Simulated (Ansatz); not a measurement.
## Ta (Im-3m)

All numbers below come from DFT r2SCAN, scalar-relativistic, plane waves, PAW (Ansatz).

Settings: cutoff 500 eV, Γ-centred mesh 18×18×18 on the computed 1-atom cell, Gaussian smearing of 0.10 eV; no spin polarisation.

The structure is relaxed at this level of theory with its symmetry kept.

It takes space group Im-3m (No. 229, cubic). The conventional cell has a = 3.305 Å, b = 3.305 Å, c = 3.305 Å, α = 90.00°, β = 90.00°, γ = 90.00°. Ta (site symmetry m-3m) is surrounded by 8 Ta at 2.86 Å.

- Volume per atom: 18.04 Å³
- Formation energy from the elements' standard states (uncorrected): -0.001 eV/atom
- Generalised Kohn–Sham band gap: none (metal)
- Density of states at the Fermi level: 1.23 states/eV per cell
- Löwdin character within 0.5 eV of the Fermi level: Ta 5d 84 %, Ta 6s 8 %, unprojected 6 %
- Bulk modulus: 203 GPa
- Its pressure derivative: 3.7
- Bader charges (e): Ta (1 in the cell) 0.00

Spin-orbit coupling is left out, which matters for the bands of heavy elements.